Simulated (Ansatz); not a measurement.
# Pt: a tetragonal deformation path

The task here is to estimate one member of a computed series from the others.

The COD entry's cell or inner coordinates are ideal or old and differ from later refinements, so a difference from it is no clean test against experiment.

Method: DFT r2SCAN, scalar-relativistic, plane waves, PAW, in Ansatz 0.2.0.

1 further run of the same task is left out (set aside as unsound or not needed).

**The system as given**

The structure is cubic, space group Fm-3m (No. 225). Conventional cell: a = 3.916 Å, b = 3.916 Å, c = 3.916 Å, α = 90.00°, β = 90.00°, γ = 90.00°. Around Pt (site symmetry m-3m) lie 12 Pt at 2.77 Å.

Coordinates:

```
CELL_PARAMETERS angstrom
0.00000 1.95790 1.95790
1.95790 0.00000 1.95790
1.95790 1.95790 0.00000
ATOMIC_POSITIONS crystal
Pt 0.00000 0.00000 0.00000
```

Source of the structure: the Crystallography Open Database.

Set-up of the first run:

File input.yaml:

```yaml
crystal:
  lattice:
    - [0.0, 1.9579, 1.9579]
    - [1.9579, 0.0, 1.9579]
    - [1.9579, 1.9579, 0.0]
  atoms:
    - { symbol: Pt, position: [0.0, 0.0, 0.0] }
basis:
  ecutwfc: 500
kpoints:
  mp_grid: { grid: [8, 8, 8] }
hamiltonian:
  xc: r2scan
scf:
  occupations: { method: gaussian, width: 0.1 }
output:
  forces: true
  stress: true
  eigenvalues: true
```

Steps of the session up to this table: Quick check of gap, pressure and forces; The reference: the undisturbed cell on the scan's mesh; Point ρ = 0.707; ρ = 1.414; Point ρ = 0.850; At ρ = 1.200.

One of the session's tables, all rows but one given; the rest of the session is left out.

Collected from the runs (energy zero: the undisturbed cell):

```
    ρ  ΔE (meV/atom)  pressure (GPa)
0.707          106.3             8.7
0.850           46.1             7.1
1.000            0.0             5.4
1.200              ?               ?
1.414          624.8            29.8
```

Estimate the missing values for ρ = 1.200.

Worked estimate for «ΔE (meV/atom)». A straight line through the neighbours (1.000, 0.0) and (1.414, 624.8) gives 0.0 + (624.8 − 0.0) × (1.200 − 1.000) / (1.414 − 1.000) = 301.8; a parabola fitted to 3 rows on both sides gives 164.0.

As computed: ΔE (meV/atom): 143.4; pressure (GPa): 10.9. In «ΔE (meV/atom)» the line misses by +158.4 and the parabola by +20.6.
